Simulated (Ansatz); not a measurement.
CaS (Fm-3m) from a database structure, relaxed with r2SCAN: it is cubic, Fm-3m (No. 225); a = 5.696 Å in the conventional setting, 23.10 Å³ an atom. Around Ca lie 6 S at 2.85 Å; around S lie 6 Ca at 2.85 Å. One-shot G0W0@PBE in the plane-wave code Ansatz on a 6×6×6 mesh (contour deformation, no spin-orbit coupling), from a PBE gap of 2.363 eV over the mesh points (the G0W0 gap is indirect on the mesh); the number N of bands summed and the screening cutoff rise together. Calculated for a static, non-magnetic cell.

```csv
N,cutoff (eV),1000/N,G0W0 gap (eV)
145,120,6.897,4.083
350,220,2.857,4.199
```

Question: Lay a straight line in 1000/N through these rows.

Answer: The slope is -0.0287 eV per unit of 1000/N and the intercept 4.281 eV.

Question: Predict the gap at N = 636 (300 eV).

Answer: 4.281 + (-0.0287) × 1.572 = 4.236 eV; the run gives 4.225 eV, -0.011 eV from the line.

Question: With that run's result added, what limit do the last two rows suggest?

Answer: Their slope is (4.225 − 4.199)/(1.572 − 2.857) = -0.0202, which meets 1/N = 0 at 4.26 eV, against 4.281 eV from the first line. The slope flattens, so the first line overshoots; the k mesh isn't extrapolated.
